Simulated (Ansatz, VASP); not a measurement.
## Two plane-wave programs on Li2S

```xyz
3
Lattice="0.0000 2.8445 2.8445 2.8445 0.0000 2.8445 2.8445 2.8445 0.0000" Properties=species:S:1:pos:R:3 pbc="T T T"
Li    1.4223    1.4223    1.4223
Li    4.2668    4.2668    4.2668
S     0.0000    0.0000    0.0000
```

Alike in both runs: task relaxation of cell and atoms; functional PBEsol; k mesh 8 × 8 × 8; occupations gaussian, width 0.02 eV; no spin polarisation.

|  | VASP | Ansatz |
| --- | --- | --- |
| version | VASP 6.6.1 | Ansatz 0.2.0 |
| potentials or method | VASP PAW PBE potentials, release 64 (Li_sv, S) | scalar-relativistic, plane waves, PAW |
| plane-wave cutoff (eV) | 600 | 420 |
| valence electrons in the cell | 12 | 12 |

Ansatz gave:

- gap on the k mesh at the Fermi level, each at its own relaxed structure (eV): 3.20
- relaxed volume (Å³/atom): 15.07
- relaxed cell length with the largest relative difference (Å): 3.998

**Question.** Estimate VASP's values.

**Answer.** gap on the k mesh at the Fermi level, each at its own relaxed structure (eV): 3.20; relaxed volume (Å³/atom): 15.06; relaxed cell length with the largest relative difference (Å): 3.998.

Caveats: the cutoff is under 1.25 times the usual one of these potentials, so pressure, stress and relaxed cells hold a basis-set (Pulay) error (VASP); the PAW data sets were made with another functional, which shifts forces and pressure a little (VASP). A k mesh can miss the band edges.
